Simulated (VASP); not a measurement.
# Mo (Im-3m) in VASP: a series of runs

The runs below take Mo through relaxation of cell and atoms, with r2SCAN, PBE+D3(BJ).

All numbers are computed with VASP 6.6.1; they aren't measurements. Logs are shortened: lines on timing, memory, paths and dates and some standing lists are left out, and cuts for length are marked.

**1. The structure**

Symmetry: Im-3m, No. 229, cubic system. The conventional cell has a = 3.154 Å, b = 3.154 Å, c = 3.154 Å, α = 90.00°, β = 90.00°, γ = 90.00°. Mo (site symmetry m-3m) is surrounded by 8 Mo at 2.73 Å.

**2. Relaxation of cell and atoms, r2SCAN**

INCAR

```
  PREC = Accurate
  ENCUT = 600
  EDIFF = 1E-7
  ISMEAR = 1
  SIGMA = 0.1
  LREAL = F
  LASPH = T
  NELM = 80
  ALGO = Normal
  ISIF = 3
  LWAVE = F
  LCHARG = F
  METAGGA = R2SCAN
  LMIXTAU = T
  IBRION = 2
  NSW = 90
  EDIFFG = -0.005
```

KPOINTS

```
regular mesh
0
Gamma
  16 16 16
```

POSCAR

```
Mo                                      
1.0
   -1.5767947525      1.5767947525      1.5767947525
    1.5767947525     -1.5767947525      1.5767947525
    1.5767947525      1.5767947525     -1.5767947525
  Mo            
     1
Direct
     0.0000000000000000    0.0000000000000000    0.0000000000000000
```

Potentials or basis: VASP PAW PBE potentials, release 64 (Mo_sv).

Command:

```bash
$ cat potpaw_PBE.64/Mo_sv/POTCAR > POTCAR
$ mpirun -np 1 vasp_std > vasp.out
```

OUTCAR:

```text
PREC = Accurate
   ENCUT = 600
   EDIFF = 1E-7
   ISMEAR = 1
   LREAL = F
   LASPH = T
   NELM = 80
   ISIF = 3
   METAGGA = R2SCAN
   IBRION = 2
   NSW = 90
   EDIFFG = -0.005

 ion  position               nearest neighbor table
   1  0.000  0.000  0.000-

  LATTYP: Found a body centered cubic cell.
 ALAT       =     3.1535895050

  Lattice vectors:

 A1 = (  -1.5767947525,   1.5767947525,   1.5767947525)
 A2 = (   1.5767947525,  -1.5767947525,   1.5767947525)
 A3 = (   1.5767947525,   1.5767947525,  -1.5767947525)

Analysis of symmetry for initial positions (statically):
=====================================================================
 Subroutine PRICEL returns:
 Original cell was already a primitive cell.

 Routine SETGRP: Setting up the symmetry group for a
 body centered cubic supercell.

 Subroutine GETGRP returns: Found 48 space group operations
 (whereof 48 operations were pure point group operations)
 out of a pool of 48 trial point group operations.

The static configuration has the point symmetry O_h .

Analysis of symmetry for dynamics (positions and initial velocities):
=====================================================================
 Subroutine PRICEL returns:
 Original cell was already a primitive cell.

 Routine SETGRP: Setting up the symmetry group for a
 body centered cubic supercell.

 Subroutine GETGRP returns: Found 48 space group operations
 (whereof 48 operations were pure point group operations)
 out of a pool of 48 trial point group operations.

The dynamic configuration has the point symmetry O_h .

 Subroutine INISYM returns: Found 48 space group operations
 (whereof 48 operations are pure point group operations),
 and found     1 'primitive' translations

----------------------------------------------------------------------------------------

                                     Primitive cell

  volume of cell :      15.6814

  direct lattice vectors                    reciprocal lattice vectors
    -1.576794752  1.576794752  1.576794752     0.000000000  0.317098975  0.317098975
     1.576794752 -1.576794752  1.576794752     0.317098975  0.000000000  0.317098975
     1.576794752  1.576794752 -1.576794752     0.317098975  0.317098975  0.000000000

  length of vectors
     2.731088624  2.731088624  2.731088624     0.448445671  0.448445671  0.448445671

  position of ions in fractional coordinates (direct lattice)
     0.000000000  0.000000000  0.000000000

  ion indices of the primitive-cell ions
   primitive index   ion index
                 1           1

----------------------------------------------------------------------------------------

 KPOINTS: regular mesh

Automatic generation of k-mesh.
 Grid dimensions read from file:
 generate k-points for:   16   16   16

 Generating k-lattice:

  Cartesian coordinates                     Fractional coordinates (reciprocal lattice)
     0.000000000  0.019818686  0.019818686     0.062500000  0.000000000  0.000000000
     0.019818686  0.000000000  0.019818686     0.000000000  0.062500000  0.000000000
     0.019818686  0.019818686  0.000000000     0.000000000  0.000000000  0.062500000

  Length of vectors
     0.028027854  0.028027854  0.028027854

  Shift w.r.t. Gamma in fractional coordinates (k-lattice)
     0.000000000  0.000000000  0.000000000

 Subroutine IBZKPT returns following result:
 ===========================================

 Found    145 irreducible k-points:

 Following reciprocal coordinates:
            Coordinates               Weight
  0.000000  0.000000  0.000000      1.000000
  0.062500  0.000000  0.000000     12.000000
  0.125000  0.000000  0.000000     12.000000
  0.187500  0.000000  0.000000     12.000000
  0.250000  0.000000  0.000000     12.000000
  0.312500  0.000000  0.000000     12.000000
[... 16 lines left out ...]
  0.187500  0.187500  0.000000     24.000000
  0.250000  0.187500  0.000000     48.000000
 [... further k-points ...]
   k-points           NKPTS =    145   k-points in BZ     NKDIM =    145   number of bands    NBANDS=     11
   number of dos      NEDOS =    301   number of ions     NIONS =      1
   total plane-waves  NPLWV =  13824
   dimension x,y,z NGX =    24 NGY =   24 NGZ =   24
   dimension x,y,z NGXF=    48 NGYF=   48 NGZF=   48
   ions per type =               1
   NGX,Y,Z   is equivalent  to a cutoff of  14.61, 14.61, 14.61 a.u.
   NGXF,Y,Z  is equivalent  to a cutoff of  29.22, 29.22, 29.22 a.u.
 SYSTEM =  unknown system
   PREC   = accura    normal or accurate (medium, high low for compatibility)
   ISTART =      0    job   : 0-new  1-cont  2-samecut
   ICHARG =      2    charge: 1-file 2-atom 10-const
   ISPIN  =      1    spin polarized calculation?
   LNONCOLLINEAR =      F non collinear calculations
   LSORBIT =      F    spin-orbit coupling
   LASPH  =      T    aspherical Exc in radial PAW
   ENCUT  =  600.0 eV  44.10 Ry    6.64 a.u.   5.45  5.45  5.45*2*pi/ulx,y,z
   NELM   =     80;   NELMIN=  2; NELMDL= -5     # of ELM steps
   EDIFF  = 0.1E-06   stopping-criterion for ELM
   LREAL  =      F    real-space projection
   EDIFFG = -.5E-02   stopping-criterion for IOM
   NSW    =     90    number of steps for IOM
   IBRION =      2    ionic relax: 0-MD 1-quasi-New 2-CG
   NFREE  =      1    steps in history (QN), initial steepest desc. (CG)
   ISIF   =      3    stress and relaxation
   ISYM   =      2    0-nonsym 1-usesym 2-fastsym
   POTIM  = 0.5000    time-step for ionic-motion
   TEBEG  =    0.0;   TEEND  =   0.0 temperature during run
   PSTRESS=    0.0 pullay stress
   NELECT =      14.0000    total number of electrons
   NUPDOWN=      -1.0000    fix difference up-down
   EMIN   =  10.00;   EMAX   =-10.00  energy-range for DOS
   EFERMI =   0.00;   METHOD = LEGACY
   ISMEAR =     1;   SIGMA  =   0.10  broadening in eV -4-tet -1-fermi 0-gaus
   EFERMI_NEDOS =   21; number of points for ismear=-14 and -15
   IALGO  =     38    algorithm
   IMIX   =      4    mixing-type and parameters
     AMIX     =   0.40;   BMIX     =  1.00
     AMIX_MAG =   1.60;   BMIX_MAG =  1.00
  volume/ion in A,a.u.               =      15.68       105.82
  Fermi-wavevector in a.u.,A,eV,Ry     =   1.576361  2.978890 33.809307  2.484914
  Thomas-Fermi vector in A             =   2.677206
   LORBIT       =      0    0 simple, 1 ext, 2 COOP (PROOUT), +10 PAW based schemes
   METAGGA = R2SCAN    functional components
   LHFCALC =     F    Hartree Fock is set to
   AEXX    =    0.0000 exact exchange contribution
   IVDW    =     0    specifies the selected vdW correction
   LEPSILON=     F    determine dielectric tensor
   LRPA    =     F    only Hartree local field effects (RPA)
 conjugate gradient relaxation of ions
 non-spin polarized calculation
 Methfessel and Paxton  Order N= 1 SIGMA  =   0.10
  energy-cutoff  :      600.00
  volume of cell :       15.68
 maximum number of plane-waves:       540
 NGX is ok and might be reduce to    24
   NGX = 11   NGY = 11   NGZ = 11

 number of electron      14.0000002 magnetization

 Free energy of the ion-electron system (eV)
  ---------------------------------------------------
  ext. energy  EPLUGINS =         0.00000000
  ---------------------------------------------------
  free energy    TOTEN  =       -26.08175685 eV

  energy without entropy =      -26.08222173  energy(sigma->0) =      -26.08191181

 E-fermi :  12.4980     XC(G=0): -14.6152

 val. band max:       12.4870371863   @ k =  -0.1875   0.1875   0.0625
 cond. band min:      12.5262481418   @ k =   0.4375   0.1250   0.0000
 fundamental gap:      0.0392109555
 Fermi energy:        12.4979511129

 k-point     1 :       0.0000    0.0000    0.0000
  band No.  band energies     occupation
      1     -50.7154      2.00000
      2     -23.1956      2.00000
      3     -23.1956      2.00000
      4     -23.1956      2.00000
      5       4.8460      2.00000
      6      11.0851      2.00000
      7      11.0851      2.00000
      8      11.0851      2.00000
      9      14.4120     -0.00000
     10      14.4120     -0.00000
     11      27.9894      0.00000

 k-point     2 :       0.0625    0.0000    0.0000
  band No.  band energies     occupation
      1     -50.7046      2.00000
      2     -23.2566      2.00000
      3     -23.2142      2.00000
      4     -23.1960      2.00000
      5       5.0274      2.00000
      6      10.9817      2.00000
      7      11.0667      2.00000
      8      11.2540      2.00000
      9      14.2580     -0.00000
     10      14.4133     -0.00000
     11      28.1238      0.00000

 k-point     3 :       0.1250    0.0000    0.0000
  band No.  band energies     occupation
      1     -50.6739      2.00000
      2     -23.4281      2.00000
      3     -23.2670      2.00000
      4     -23.1973      2.00000
      5       5.5381      2.00000
      6      10.7002      2.00000
      7      10.9863      2.00000
      8      11.7518      2.00000
      9      13.9442     -0.00000
     10      14.4263     -0.00000
     11      28.4176      0.00000

 k-point     4 :       0.1875    0.0000    0.0000
  band No.  band energies     occupation
      1     -50.6275      2.00000
      2     -23.6794      2.00000
      3     -23.3452      2.00000
      4     -23.1992      2.00000
      5       6.2589      2.00000
      6      10.3095      2.00000
      7      10.8419      2.00000
      8      12.5506      0.23171
      9      13.7524     -0.00000
     10      14.4716     -0.00000
     11      28.5033      0.00000
[... 239 lines left out ...]
 k-point    22 :       0.4375    0.1250    0.0000
  band No.  band energies     occupation
      1     -50.4154      2.00000
      2     -24.6160      2.00000
      3     -23.7449      2.00000
      4     -23.2863      2.00000
      5       7.3921      2.00000
      6       9.0776      2.00000
      7      12.5262      0.54166
      8      14.2310     -0.00000
      9      15.5726      0.00000
     10      18.6885      0.00000
     11      24.2715      0.00000

 k-point    23 :       0.1875    0.1875    0.0000
  band No.  band energies     occupation
      1     -50.5039      2.00000
      2     -24.2167      2.00000
      3     -23.5543      2.00000
      4     -23.3044      2.00000
      5       7.9247      2.00000
      6       9.7044      2.00000
      7      10.1686      2.00000
      8      13.5156     -0.00000
      9      15.0260      0.00000
     10      15.8112      0.00000
     11      27.5716      0.00000

 k-point    24 :       0.2500    0.1875    0.0000
  band No.  band energies     occupation
      1     -50.4599      2.00000
      2     -24.3662      2.00000
      3     -23.6788      2.00000
      4     -23.3241      2.00000
      5       8.1027      2.00000
      6       9.4512      2.00000
      7      10.5693      2.00000
      8      13.7406     -0.00000
      9      15.1669      0.00000
     10      17.3051      0.00000
     11      26.3677      0.00000

 [... further k-points ...]

------------------------ aborting loop because EDIFF is reached ----------------------------------------

  FORCE on cell =-STRESS in cart. coord.  units (eV):
  Direction    XX          YY          ZZ          XY          YZ          ZX
  --------------------------------------------------------------------------------------
  -------------------------------------------------------------------------------------
  Total       -0.0003911     -0.0003911     -0.0003911     -0.0000000     -0.0000000      0.0000000
  in kB       -0.0399549     -0.0399549     -0.0399549     -0.0000000     -0.0000000      0.0000000
  external PRESSURE =      -0.0399549 kB  Pullay stress =       0.0000000 kB

 VOLUME and BASIS-vectors are now :
 -----------------------------------------------------------------------------
  energy-cutoff  :      600.00
  volume of cell :       15.68
      direct lattice vectors                 reciprocal lattice vectors
    -1.576794752  1.576794752  1.576794752     0.000000000  0.317098975  0.317098975
     1.576794752 -1.576794752  1.576794752     0.317098975  0.000000000  0.317098975
     1.576794752  1.576794752 -1.576794752     0.317098975  0.317098975  0.000000000

 POSITION                                       TOTAL-FORCE (eV/Angst)
 -----------------------------------------------------------------------------------
      0.00000      0.00000      0.00000         0.000000      0.000000      0.000000
 -----------------------------------------------------------------------------------
    total drift:                               -0.000000      0.000000      0.000000

  FREE ENERGIE OF THE ION-ELECTRON SYSTEM (eV)
  ---------------------------------------------------
  free  energy   TOTEN  =       -26.0817568483 eV

  energy  without entropy=      -26.0822217283  energy(sigma->0) =      -26.08191181

 reached required accuracy - stopping structural energy minimisation
```

Run time: 63 s. Hardware: 1 thread of Intel Xeon 6975P-C (Granite Rapids), shared host; peak memory 0.16 GiB.

What came out:

```yaml
Free_energy: -26.0818 eV
Pressure_after_relaxing: 0.0 GPa
Band_gap_on_the_k_mesh: none (metal or under the smearing width)
```

Final structure:
```yaml
crystal:
  lattice:
    - [-1.57679, 1.57679, 1.57679]
    - [1.57679, -1.57679, 1.57679]
    - [1.57679, 1.57679, -1.57679]
  atoms:
    - { symbol: Mo, position: [0.00000, 0.00000, 0.00000] }
```

Caveat: the relaxation stopped at its first step, so nothing moved; the PAW data sets were made with another functional, which shifts forces and pressure a little.

**3. Relaxation of cell and atoms, PBE+D3(BJ)**

This run uses another cell than the first one, of 15.58 Å³/atom, 0.994 times its volume.

INCAR

```
  PREC = Accurate
  ENCUT = 600
  EDIFF = 1E-6
  ISMEAR = 1
  SIGMA = 0.1
  LREAL = F
  LASPH = T
  NELM = 80
  ALGO = Normal
  ISIF = 3
  LWAVE = F
  LCHARG = F
  GGA = PE
  IVDW = 12
  IBRION = 2
  NSW = 90
  EDIFFG = -0.01
```

KPOINTS is that of step 2.

POSCAR

```
Mo
1.0
   -1.5734150000      1.5734150000      1.5734150000
    1.5734150000     -1.5734150000      1.5734150000
    1.5734150000      1.5734150000     -1.5734150000
Mo
1
Direct
    0.0000000000      0.0000000000      0.0000000000
```

Potentials or basis: VASP PAW PBE potentials, release 64 (Mo_sv).

Command:

```bash
$ cat potpaw_PBE.64/Mo_sv/POTCAR > POTCAR
$ mpirun -np 1 vasp_std > vasp.out
```

Wall time 47 s (1 thread of Intel Xeon Platinum 8488C (Sapphire Rapids), shared host); peak memory 0.18 GiB.

Results (log left out):

```
Free energy                            : -11.6566 eV
Relaxed volume                         : 15.36 Å³/atom
Relaxed cell                           : a = 2.712 Å, b = 2.712 Å, c = 2.712 Å, α = 109.47°, β = 109.47°, γ = 109.47°
Space group after relaxing (to 0.05 Å) : Im-3m (No. 229)
Energy gained by relaxing              : 2.8 meV/atom
Ionic steps                            : 3
Pressure after relaxing                : -0.1 GPa
Band gap on the k mesh                 : none (metal or under the smearing width)
Dispersion energy per atom             : -0.727 eV
```

Step by step:
| step | energy change (eV) | largest force (eV/Å) | pressure (GPa) | volume (Å³) |
| --- | --- | --- | --- | --- |
| 1 | 0.0000 | 0.0000 | -3.92 | 15.58 |
| 2 | 0.0205 | 0.0000 | 12.52 | 14.74 |
| 3 | -0.0028 | 0.0000 | -0.07 | 15.36 |

Final structure:
```
Mo
1.0
    -1.56593    1.56593    1.56593
     1.56593   -1.56593    1.56593
     1.56593    1.56593   -1.56593
Mo
1
Direct
  0.00000 0.00000 0.00000
```

Levels at points of the mesh, in eV from the Fermi level:
```tsv
k point	band 4	band 5	band 6	band 7	band 8	band 9	band 10	band 11
(0.00, 0.00, 0.00)	-34.52	-7.31	-1.41	-1.41	-1.41	1.68	1.68	14.84
(0.50, 0.00, 0.00)	-34.53	-5.44	-3.50	1.68	1.72	2.37	4.86	11.98
(0.50, 0.50, 0.50)	-35.53	-5.59	-5.59	4.07	4.07	4.07	9.19	9.19
```

Caveat: pairwise dispersion overbinds metals, which lowers pressure and volume.

(Continued in part 2 of 2.)
